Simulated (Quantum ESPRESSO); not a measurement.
**Ir: phonon spectrum and thermodynamics under several settings**

```
Ir
1.0
     0.00000    1.91560    1.91560
     1.91560    0.00000    1.91560
     1.91560    1.91560    0.00000
Ir
1
Direct
  0.00000 0.00000 0.00000
```

All runs used Quantum ESPRESSO 7.5; k mesh 12 × 12 × 12; relaxed cell; no spin polarisation; cutoff 612 eV; occupations cold, width 0.2 eV; q mesh 2 × 2 × 2.

| level | potentials | volume (Å³/atom) | highest frequency (cm⁻¹) | zero-point energy (meV/atom) | entropy at room temperature (k_B/atom) |
| --- | --- | --- | --- | --- | --- |
| LDA | GBRV 1.5 LDA | 13.83 | 210 | 27.9 | 4.14 |
| PBEsol | GBRV 1.5 PBEsol | ? | ? | ? | ? |

Q: What stands in the row left open?

A: Volume 14.03 Å³/atom; highest frequency 206 cm⁻¹; zero-point energy 27.4 meV/atom; entropy at room temperature 4.19 k_B/atom.

For the row left open. Caveat: the q mesh is small, so phonon branches between its points and thermal values are rough.
